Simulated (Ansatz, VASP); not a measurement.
**LiF (Griceite): VASP beside Ansatz**

POSCAR

```
LiF
1.0
    0.0000000000      1.9747176157      1.9747176157
    1.9747176157      0.0000000000      1.9747176157
    1.9747176157      1.9747176157      0.0000000000
Li F
1 1
Direct
    0.0000000000      0.0000000000      0.0000000000
    0.5000000000      0.5000000000      0.5000000000
```

File INCAR.step1:

```
SYSTEM = LiF
PREC = Accurate
ENCUT = 520
ISMEAR = 0
SIGMA = 0.01
LREAL = .False.
LASPH = .True.
NELM = 60
NBANDS = 12
GGA = PE
ALGO = Normal
EDIFF = 1E-4
LWAVE = .True.
LCHARG = .False.
```

File INCAR.step2:

```
SYSTEM = LiF
PREC = Accurate
ENCUT = 520
EDIFF = 1E-7
ISMEAR = 0
SIGMA = 0.01
LREAL = .False.
LASPH = .True.
NELM = 60
ALGO = Normal
ISIF = 2
LWAVE = .False.
LCHARG = .False.
METAGGA = R2SCAN
LMIXTAU = .True.
NBANDS = 12
ISTART = 1
```

The input KPOINTS:

```
Automatic mesh
0
Gamma
  10 10 10
  0 0 0
```

Input for Ansatz:

```yaml
crystal:
  lattice:
    - [0.0, 1.9747176157, 1.9747176157]
    - [1.9747176157, 0.0, 1.9747176157]
    - [1.9747176157, 1.9747176157, 0.0]
  atoms:
    - { symbol: Li, position: [0.0, 0.0, 0.0] }
    - { symbol: F, position: [0.5, 0.5, 0.5] }
kpoints:
  mp_grid: { grid: [10, 10, 10] }
hamiltonian:
  xc: r2scan
scf:
  occupations: { method: fixed }
  n_extra_bands: 4
output:
  forces: true
  stress: true
  eigenvalues: true
```

Alike in both runs: task single point; functional r2SCAN; k mesh 10 × 10 × 10; no spin polarisation.

|  | VASP | Ansatz |
| --- | --- | --- |
| version | VASP 6.6.1 | Ansatz 0.2.0 |
| potentials or method | VASP PAW PBE potentials, release 64 (Li_sv, F) | plane waves, PAW |
| plane-wave cutoff (eV) | 520 | 500 |
| occupations | gaussian, width 0.01 eV | fixed |
| valence electrons in the cell | 10 | 10 |

```tsv
	VASP	Ansatz	Ansatz less VASP
gap on the k mesh at the Fermi level (eV)	10.85	10.63	-0.225
```

 A k mesh can miss the band edges. r2SCAN opens gaps a little over a GGA but as a rule still falls short of measured ones.
